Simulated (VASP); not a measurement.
# MgH (P4/nmm) in VASP: a series of runs

One crystal, MgH, is run at these levels: PBE; tasks: single point, relaxation of cell and atoms.

Everything below comes from runs of VASP 6.6.1. Logs are shortened: lines on timing, memory, paths and dates and some standing lists are left out, and cuts for length are marked.

### 1 The cell of the first run

The structure is tetragonal, space group P4/nmm (No. 129). Conventional cell: a = 2.987 Å, b = 2.987 Å, c = 5.410 Å, α = 90.00°, β = 90.00°, γ = 90.00°. Around Mg (site symmetry 4mm) lie 5 H at 2.06 to 2.23 Å. H (site symmetry 4mm) is surrounded by 5 Mg at 2.06 to 2.23 Å.

The cell was built by a generator and needn't be a form met in nature.

### 2 Single point, PBE (species swapped into the HfAu type (P4/nmm, No. 129))

Contents of INCAR:

```
  PREC = Accurate
  ENCUT = 520
  EDIFF = 1E-7
  ISMEAR = 0
  SIGMA = 0.1
  LREAL = False
  LASPH = True
  NELM = 80
  ALGO = Fast
  ISIF = 2
  LWAVE = False
  LCHARG = False
  GGA = PE
  NBANDS = 11
```

Contents of KPOINTS:

```
Automatic mesh
0
Gamma
  16 16 10
```

Contents of POSCAR:

```
MgH
1.0
    2.9868698699      0.0000000000      0.0000000000
    0.0000000000      2.9868698699      0.0000000000
    0.0000000000      0.0000000000      5.4102384443
Mg H
2 2
Direct
    0.0000000000      0.5000000000      0.7572793754
    0.5000000000      0.0000000000      0.2427206246
    0.0000000000      0.5000000000      0.3761964660
    0.5000000000      0.0000000000      0.6238035340
```

Potentials or basis: VASP PAW PBE potentials, release 64 (Mg, H).

Command:

```bash
> cat potpaw_PBE.64/Mg/POTCAR potpaw_PBE.64/H/POTCAR > POTCAR
> mpirun -np 1 vasp_std > vasp.out
```

OUTCAR:

```text
PREC = Accurate
   ENCUT = 520
   EDIFF = 1E-7
   ISMEAR = 0
   LREAL = False
   LASPH = True
   NELM = 80
   ISIF = 2
   GGA = PE

 ion  position               nearest neighbor table
   1  0.000  0.500  0.757-   3 2.06   4 2.23   4 2.23   4 2.23   4 2.23   2 3.37   2 3.37   2 3.37
                             2 3.37   2 3.49   2 3.49   2 3.49   2 3.49
   2  0.500  0.000  0.243-   4 2.06   3 2.23   3 2.23   3 2.23   3 2.23   1 3.37   1 3.37   1 3.37
                             1 3.37   1 3.49   1 3.49   1 3.49   1 3.49
   3  0.000  0.500  0.376-   1 2.06   2 2.23   2 2.23   2 2.23   2 2.23
   4  0.500  0.000  0.624-   2 2.06   1 2.23   1 2.23   1 2.23   1 2.23

  LATTYP: Found a simple tetragonal cell.
 ALAT       =     2.9868698699
 C/A-ratio  =     1.8113405270

  Lattice vectors:

 A1 = (   2.9868698699,   0.0000000000,   0.0000000000)
 A2 = (   0.0000000000,   2.9868698699,   0.0000000000)
 A3 = (   0.0000000000,   0.0000000000,   5.4102384443)

Analysis of symmetry for initial positions (statically):
=====================================================================
 Subroutine PRICEL returns:
 Original cell was already a primitive cell.

 Routine SETGRP: Setting up the symmetry group for a
 simple tetragonal supercell.

 Subroutine GETGRP returns: Found 16 space group operations
 (whereof  8 operations were pure point group operations)
 out of a pool of 16 trial point group operations.

The static configuration has the point symmetry D_2d.
 The point group associated with its full space group is D_4h.

Analysis of symmetry for dynamics (positions and initial velocities):
=====================================================================
 Subroutine PRICEL returns:
 Original cell was already a primitive cell.

 Routine SETGRP: Setting up the symmetry group for a
 simple tetragonal supercell.

 Subroutine GETGRP returns: Found 16 space group operations
 (whereof  8 operations were pure point group operations)
 out of a pool of 16 trial point group operations.

The dynamic configuration has the point symmetry D_2d.
 The point group associated with its full space group is D_4h.

 Subroutine INISYM returns: Found 16 space group operations
 (whereof  8 operations are pure point group operations),
 and found     1 'primitive' translations

----------------------------------------------------------------------------------------

                                     Primitive cell

  volume of cell :      48.2669

  direct lattice vectors                    reciprocal lattice vectors
     2.986869870  0.000000000  0.000000000     0.334798650  0.000000000  0.000000000
     0.000000000  2.986869870  0.000000000     0.000000000  0.334798650  0.000000000
     0.000000000  0.000000000  5.410238444     0.000000000  0.000000000  0.184834737

  length of vectors
     2.986869870  2.986869870  5.410238444     0.334798650  0.334798650  0.184834737

  position of ions in fractional coordinates (direct lattice)
     0.000000000  0.500000000  0.757279375
     0.500000000  0.000000000  0.242720625
     0.000000000  0.500000000  0.376196466
     0.500000000  0.000000000  0.623803534

  ion indices of the primitive-cell ions
   primitive index   ion index
                 1           1
                 2           2
                 3           3
                 4           4

----------------------------------------------------------------------------------------

 KPOINTS: Automatic mesh

Automatic generation of k-mesh.
 Grid dimensions read from file:
 generate k-points for:   16   16   10

 Generating k-lattice:

  Cartesian coordinates                     Fractional coordinates (reciprocal lattice)
     0.020924916  0.000000000  0.000000000     0.062500000  0.000000000  0.000000000
     0.000000000  0.020924916  0.000000000     0.000000000  0.062500000  0.000000000
     0.000000000  0.000000000  0.018483474     0.000000000  0.000000000  0.100000000

  Length of vectors
     0.020924916  0.020924916  0.018483474

  Shift w.r.t. Gamma in fractional coordinates (k-lattice)
     0.000000000  0.000000000  0.000000000

 Subroutine IBZKPT returns following result:
 ===========================================

 Found    270 irreducible k-points:

 Following reciprocal coordinates:
            Coordinates               Weight
  0.000000  0.000000  0.000000      1.000000
  0.062500  0.000000  0.000000      4.000000
  0.125000  0.000000  0.000000      4.000000
  0.187500  0.000000  0.000000      4.000000
  0.250000  0.000000  0.000000      4.000000
  0.312500  0.000000  0.000000      4.000000
[... 16 lines left out ...]
  0.437500  0.125000  0.000000      8.000000
  0.500000  0.125000  0.000000      4.000000
 [... further k-points ...]
   k-points           NKPTS =    270   k-points in BZ     NKDIM =    270   number of bands    NBANDS=     11
   number of dos      NEDOS =    301   number of ions     NIONS =      4
   total plane-waves  NPLWV =  23040
   dimension x,y,z NGX =    24 NGY =   24 NGZ =   40
   dimension x,y,z NGXF=    48 NGYF=   48 NGZF=   80
   ions per type =               2   2
   NGX,Y,Z   is equivalent  to a cutoff of  13.36, 13.36, 12.29 a.u.
   NGXF,Y,Z  is equivalent  to a cutoff of  26.72, 26.72, 24.58 a.u.
 SYSTEM =  unknown system
   PREC   = accura    normal or accurate (medium, high low for compatibility)
   ISTART =      0    job   : 0-new  1-cont  2-samecut
   ICHARG =      2    charge: 1-file 2-atom 10-const
   ISPIN  =      1    spin polarized calculation?
   LNONCOLLINEAR =      F non collinear calculations
   LSORBIT =      F    spin-orbit coupling
   LASPH  =      T    aspherical Exc in radial PAW
   ENCUT  =  520.0 eV  38.22 Ry    6.18 a.u.   5.55  5.55 10.06*2*pi/ulx,y,z
   NELM   =     80;   NELMIN=  2; NELMDL= -5     # of ELM steps
   EDIFF  = 0.1E-06   stopping-criterion for ELM
   LREAL  =      F    real-space projection
   EDIFFG = 0.1E-05   stopping-criterion for IOM
   NSW    =      0    number of steps for IOM
   IBRION =     -1    ionic relax: 0-MD 1-quasi-New 2-CG
   NFREE  =      0    steps in history (QN), initial steepest desc. (CG)
   ISIF   =      2    stress and relaxation
   ISYM   =      2    0-nonsym 1-usesym 2-fastsym
   POTIM  = 0.5000    time-step for ionic-motion
   TEBEG  =    0.0;   TEEND  =   0.0 temperature during run
   PSTRESS=    0.0 pullay stress
   NELECT =       6.0000    total number of electrons
   NUPDOWN=      -1.0000    fix difference up-down
   EMIN   =  10.00;   EMAX   =-10.00  energy-range for DOS
   EFERMI =   0.00;   METHOD = LEGACY
   ISMEAR =     0;   SIGMA  =   0.10  broadening in eV -4-tet -1-fermi 0-gaus
   EFERMI_NEDOS =   21; number of points for ismear=-14 and -15
   IALGO  =     68    algorithm
   IMIX   =      4    mixing-type and parameters
     AMIX     =   0.40;   BMIX     =  1.00
     AMIX_MAG =   1.60;   BMIX_MAG =  1.00
  volume/ion in A,a.u.               =      12.07        81.43
  Fermi-wavevector in a.u.,A,eV,Ry     =   0.817038  1.543978  9.082584  0.667551
  Thomas-Fermi vector in A             =   1.927414
   LORBIT       =      0    0 simple, 1 ext, 2 COOP (PROOUT), +10 PAW based schemes
   GGA     = PE    functional components
   LHFCALC =     F    Hartree Fock is set to
   AEXX    =    0.0000 exact exchange contribution
   IVDW    =     0    specifies the selected vdW correction
   LEPSILON=     F    determine dielectric tensor
   LRPA    =     F    only Hartree local field effects (RPA)
 non-spin polarized calculation
 RMM-DIIS sequential band-by-band and
 Gauss-broadening in eV      SIGMA  =   0.10
  energy-cutoff  :      520.00
  volume of cell :       48.27
 maximum number of plane-waves:      1316
 NGX is ok and might be reduce to    24
   NGX = 11   NGY = 11   NGZ = 21

 number of electron       6.0000001 magnetization

 Free energy of the ion-electron system (eV)
  ---------------------------------------------------
  ext. energy  EPLUGINS =         0.00000000
  ---------------------------------------------------
  free energy    TOTEN  =        -9.37371108 eV

  energy without entropy =       -9.37020772  energy(sigma->0) =       -9.37195940

 E-fermi :   3.1550     XC(G=0):  -8.9454

 val. band max:        3.1438396558   @ k =   0.4375   0.3750   0.4000
 cond. band min:       3.1598252159   @ k =   0.5000   0.0000   0.0000
 fundamental gap:      0.0159855600
 Fermi energy:         3.1549648541

 k-point     1 :       0.0000    0.0000    0.0000
  band No.  band energies     occupation
      1      -6.2970      2.00000
      2      -1.6291      2.00000
      3      -0.2007      2.00000
      4       7.7418      0.00000
      5      10.4839      0.00000
      6      11.2280      0.00000
      7      11.2280      0.00000
      8      13.1435      0.00000
      9      13.9920      0.00000
     10      14.8862      0.00000
     11      15.4983      0.00000

 k-point     2 :       0.0625    0.0000    0.0000
  band No.  band energies     occupation
      1      -6.2358      2.00000
      2      -1.5872      2.00000
      3      -0.1411      2.00000
      4       7.4233      0.00000
      5       9.6583      0.00000
      6      11.2822      0.00000
      7      12.3493      0.00000
      8      12.7575      0.00000
      9      13.6081      0.00000
     10      14.3850      0.00000
     11      15.0351      0.00000

 k-point     3 :       0.1250    0.0000    0.0000
  band No.  band energies     occupation
      1      -6.0528      2.00000
      2      -1.4685      2.00000
      3       0.0375      2.00000
      4       6.4700      0.00000
      5       9.1057      0.00000
      6      11.4397      0.00000
      7      11.4449      0.00000
      8      12.8502      0.00000
      9      13.6547      0.00000
     10      13.7196      0.00000
     11      15.1770      0.00000
[... 267 lines left out ...]
 k-point    23 :       0.4375    0.1250    0.0000
  band No.  band energies     occupation
      1      -3.2435      2.00000
      2      -1.7834      2.00000
      3       2.8086      2.00000
      4       3.3233      0.01728
      5       5.1823      0.00000
      6       5.3200      0.00000
      7       9.9046      0.00000
      8      11.2445      0.00000
      9      14.6092      0.00000
     10      14.9686      0.00000
     11      16.2082      0.00000

 k-point    24 :       0.5000    0.1250    0.0000
  band No.  band energies     occupation
      1      -2.4985      2.00000
      2      -2.4985      2.00000
      3       3.3510      0.00557
      4       3.3510      0.00557
      5       4.7920      0.00000
      6       4.7920      0.00000
      7      10.5661      0.00000
      8      10.5661      0.00000
      9      15.1666      0.00000
     10      15.1666      0.00000
     11      16.2011      0.00000

 [... further k-points ...]

------------------------ aborting loop because EDIFF is reached ----------------------------------------

  FORCE on cell =-STRESS in cart. coord.  units (eV):
  Direction    XX          YY          ZZ          XY          YZ          ZX
  --------------------------------------------------------------------------------------
  -------------------------------------------------------------------------------------
  Total       -0.0729069     -0.0729069     -0.0739280      0.0000000      0.0000000      0.0000000
  in kB       -2.4200832     -2.4200832     -2.4539786      0.0000000      0.0000000      0.0000000
  external PRESSURE =      -2.4313817 kB  Pullay stress =       0.0000000 kB

 VOLUME and BASIS-vectors are now :
 -----------------------------------------------------------------------------
  energy-cutoff  :      520.00
  volume of cell :       48.27
      direct lattice vectors                 reciprocal lattice vectors
     2.986869870  0.000000000  0.000000000     0.334798650  0.000000000  0.000000000
     0.000000000  2.986869870  0.000000000     0.000000000  0.334798650  0.000000000
     0.000000000  0.000000000  5.410238444     0.000000000  0.000000000  0.184834737

 POSITION                                       TOTAL-FORCE (eV/Angst)
 -----------------------------------------------------------------------------------
      0.00000      1.49343      4.09706         0.000000     -0.000000     -0.000068
      1.49343      0.00000      1.31318         0.000000      0.000000      0.000068
      0.00000      1.49343      2.03531         0.000000      0.000000     -0.002499
      1.49343      0.00000      3.37493         0.000000     -0.000000      0.002499
 -----------------------------------------------------------------------------------
    total drift:                                0.000000      0.000000     -0.000000

  FREE ENERGIE OF THE ION-ELECTRON SYSTEM (eV)
  ---------------------------------------------------
  free  energy   TOTEN  =        -9.3737110806 eV

  energy  without entropy=       -9.3702077180  energy(sigma->0) =       -9.37195940
```

It took 88 s on 1 thread of Intel Xeon Platinum 8259CL at 2.50GHz (Skylake/Cascade Lake), shared host; peak memory 0.26 GiB.

What came out:

```
Free energy            : -9.3737 eV
Pressure               : -0.2 GPa
Band gap on the k mesh : none (metal or under the smearing width)
```

Forces on the atoms (eV/Å):
```
Mg   0.000  0.000  0.000
Mg   0.000  0.000  0.000
H    0.000  0.000 -0.002
H    0.000  0.000  0.002
```

Levels at points of the mesh, in eV from the Fermi level:
| k point | band 1 | band 2 | band 3 | band 4 | band 5 | band 6 | band 7 | band 8 |
| --- | --- | --- | --- | --- | --- | --- | --- | --- |
| (0.00, 0.00, 0.00) | -9.45 | -4.78 | -3.36 | 4.59 | 7.33 | 8.07 | 8.07 | 9.99 |
| (0.50, 0.00, 0.00) | -5.86 | -5.86 | 0.00 | 0.00 | 1.40 | 1.40 | 9.80 | 9.80 |
| (0.50, 0.50, 0.00) | -3.74 | -3.74 | 0.08 | 0.08 | 4.55 | 4.55 | 4.67 | 4.67 |
| (0.00, 0.00, 0.50) | -9.00 | -6.78 | -0.25 | 3.27 | 7.12 | 8.50 | 8.51 | 8.76 |
| (0.50, 0.00, 0.50) | -5.64 | -5.64 | -1.77 | -1.77 | 5.20 | 5.20 | 7.22 | 7.22 |
| (0.50, 0.50, 0.50) | -3.66 | -3.66 | 0.99 | 0.99 | 1.53 | 1.53 | 3.32 | 3.32 |

### 3 Relaxation of cell and atoms, PBE (species swapped into the HfAu type (P4/nmm, No. 129))

Contents of INCAR:

```
SYSTEM = MgH
PREC = Accurate
ENCUT = 600
EDIFF = 1E-6
ISMEAR = 0
SIGMA = 0.1
LREAL = .FALSE.
LASPH = .TRUE.
NELM = 80
ALGO = Fast
ISIF = 3
LWAVE = .FALSE.
LCHARG = .FALSE.
GGA = PE
IBRION = 2
NSW = 100
EDIFFG = -0.01
```

Contents of KPOINTS:

```
regular mesh
0
G
  16 16 10
  0 0 0
```

Contents of POSCAR:

```
MgH
1.0
    2.9842430895      0.0000000000      0.0000000000
    0.0000000000      2.9842430895      0.0000000000
    0.0000000000      0.0000000000      5.3973024987
Mg H
2 2
Direct
    0.0000000000      0.5000000000      0.7575585270
    0.5000000000      0.0000000000      0.2424414730
    0.0000000000      0.5000000000      0.3757419577
    0.5000000000      0.0000000000      0.6242580423
```

Potentials or basis: VASP PAW PBE potentials, release 64 (Mg, H).

Command:

```bash
> cat potpaw_PBE.64/Mg/POTCAR potpaw_PBE.64/H/POTCAR > POTCAR
> mpirun -np 1 vasp_std > vasp.out
```

Run time: 85 s. Hardware: 1 thread of Intel Xeon Platinum 8259CL at 2.50GHz (Skylake/Cascade Lake), shared host; peak memory 0.28 GiB.

The run converged. Its results:

| Item | Value |
| --- | --- |
| Free energy | -9.3748 eV |
| Pressure after relaxing | 0.0 GPa |
| Largest force after relaxing | 0.007 eV/Å |
| Band gap on the k mesh | none (metal or under the smearing width) |

Forces in eV/Å, atoms in the order of the input:
```
Mg   0.000  0.000 -0.006
Mg   0.000  0.000  0.006
H    0.000  0.000  0.007
H    0.000  0.000 -0.007
```

Stress tensor (GPa, compression positive):
```
-0.06  0.00  0.00
 0.00 -0.06  0.00
 0.00  0.00  0.08
```

Final structure:
```
Mg H
1.0
     2.98424    0.00000    0.00000
     0.00000    2.98424    0.00000
     0.00000    0.00000    5.39730
Mg H
2 2
Direct
  0.00000 0.50000 0.75756
  0.50000 0.00000 0.24244
  0.00000 0.50000 0.37574
  0.50000 0.00000 0.62426
```

Levels at points of the mesh, in eV from the Fermi level:
```csv
k point,band 1,band 2,band 3,band 4,band 5,band 6,band 7
"(0.00, 0.00, 0.00)",-9.47,-4.79,-3.36,4.63,7.33,8.08,8.08
"(0.50, 0.00, 0.00)",-5.87,-5.87,0.01,0.01,1.41,1.41,9.83
"(0.50, 0.50, 0.00)",-3.74,-3.74,0.07,0.07,4.57,4.57,4.69
"(0.00, 0.00, 0.50)",-9.02,-6.80,-0.24,3.31,7.16,8.64,8.77
"(0.50, 0.00, 0.50)",-5.65,-5.65,-1.78,-1.78,5.22,5.22,7.27
"(0.50, 0.50, 0.50)",-3.66,-3.66,1.00,1.00,1.52,1.52,3.33
```

Caveat: the relaxation stopped at its first step, so nothing moved.

[end of part 1 of 2]
